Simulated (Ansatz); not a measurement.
# Si2W: the cost of one run

Method: DFT PBE, scalar-relativistic, plane waves, PAW, in Ansatz 0.2.0.

1 further run of the same task is left out (set aside as unsound or not needed).

**1. Starting point**

Symmetry: I4/mmm, No. 139, tetragonal system. Conventional cell: a = 3.229 Å, b = 3.229 Å, c = 7.867 Å, α = 90.00°, β = 90.00°, γ = 90.00°. Around Si (site symmetry 4mm) lie 5 Si at 2.60 to 2.64 Å and 5 W at 2.63 Å. W (site symmetry 4/mmm) is surrounded by 10 Si at 2.63 Å.

Coordinates:

```
Si W
1.0
    -1.61450    1.61450    3.93341
     1.61450   -1.61450    3.93341
     1.61450    1.61450   -3.93341
Si W
2 1
Cartesian
  0.0000 0.0000 2.6320
  0.0000 0.0000 5.2348
  0.0000 0.0000 0.0000
```

This cell was relaxed beforehand with the same method: volume 13.67 Å³/atom, gap on the mesh none (metal).

**2. The perfect supercell**

input.yaml reads:

```yaml
crystal:
  lattice:
    - [-4.8434929826, -1.6144976609, 3.9334139647]
    - [-1.6144976609, 4.8434929826, -3.9334139647]
    - [1.6144976609, -4.8434929826, -3.9334139647]
  atoms:
    - { symbol: Si, position: [0.4, 0.2654255949, 0.4654255949] }
    - { symbol: Si, position: [1.0, 0.6654255949, 0.6654255949] }
    - { symbol: Si, position: [0.2, 0.4654255949, 0.0654255949] }
    - { symbol: Si, position: [0.8, 0.8654255949, 0.2654255949] }
    - { symbol: Si, position: [0.6, 0.0654255949, 0.8654255949] }
    - { symbol: Si, position: [0.4, 0.9345744051, 0.1345744051] }
    - { symbol: Si, position: [0.0, 0.3345744051, 0.3345744051] }
    - { symbol: Si, position: [0.2, 0.1345744051, 0.7345744051] }
    - { symbol: Si, position: [0.8, 0.5345744051, 0.9345744051] }
    - { symbol: Si, position: [0.6, 0.7345744051, 0.5345744051] }
    - { symbol: W, position: [0.8, 0.2, 0.6] }
    - { symbol: W, position: [0.4, 0.6, 0.8] }
    - { symbol: W, position: [0.6, 0.4, 0.2] }
    - { symbol: W, position: [0.2, 0.8, 0.4] }
    - { symbol: W, position: [1.0, 0.0, 0.0] }
basis:
  ecutwfc: 420
  xc_grid: 2
kpoints:
  mp_grid: { grid: [8, 8, 8], shift: [0.5, 0.5, 0.5] }
hamiltonian:
  xc: pbe
scf:
  occupations: { method: gaussian, width: 0.1 }
output:
  forces: true
  stress: true
  eigenvalues: true
  write_density: true
  write_potential: true
  elf: true
  volumetric_format: npy
```

The run is started by

```console
$ ansatz run input.yaml --threads 4 --pin off --max-ram 10240MiB --backend cpu --events-out ev --progress --plain --runs-dir out
```

Q: Estimate wall time and peak memory on 4 threads of Arm Neoverse V2, shared host.

About 20 s, with a peak of 1.2 GiB.
